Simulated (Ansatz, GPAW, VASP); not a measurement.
## One calculation of Al, 4 ways

```
Al
1.0
    -1.59122    1.59122    1.59122
     1.59122   -1.59122    1.59122
     1.59122    1.59122   -1.59122
Al
1
Direct
  0.00000 0.00000 0.00000
```

This isn't the form of Al at room conditions, which is fcc.

Alike in all runs: task single point; functional LDA; k mesh 12 × 12 × 12; occupations gaussian, width 0.05 eV; no spin polarisation; no spin-orbit coupling. LDA stands for any of its common fits. Pressure is positive in compression and, in plane waves, holds the error of the finite cutoff, which Ansatz's Pulay term estimates and takes out.

| program and potentials | plane-wave cutoff (eV) | notes | band gap (eV) | pressure (GPa) |
| --- | --- | --- | --- | --- |
| Ansatz, Ansatz PAW | 420 | potentials made for PBE, which Ansatz adapts in part | ? | ? |
| VASP, LDA PAW files Al, release 54, 520 eV | 520 | - | no gap | 0.56 |
| GPAW, the program's PAW data sets (release 1.2.1) made for this functional | 600 | - | no gap | 0.67 |
| Ansatz, all-electron LAPW, scalar-relativistic | - | - | no gap | 0.51 |

Task: Estimate from the other rows what the run with Ansatz, Ansatz PAW gave.

Result: No band gap; pressure 0.48 GPa. Its pressure holds a Pulay term of +0.06 GPa. The other rows, which needn't bracket it: pressure 0.51 to 0.67.
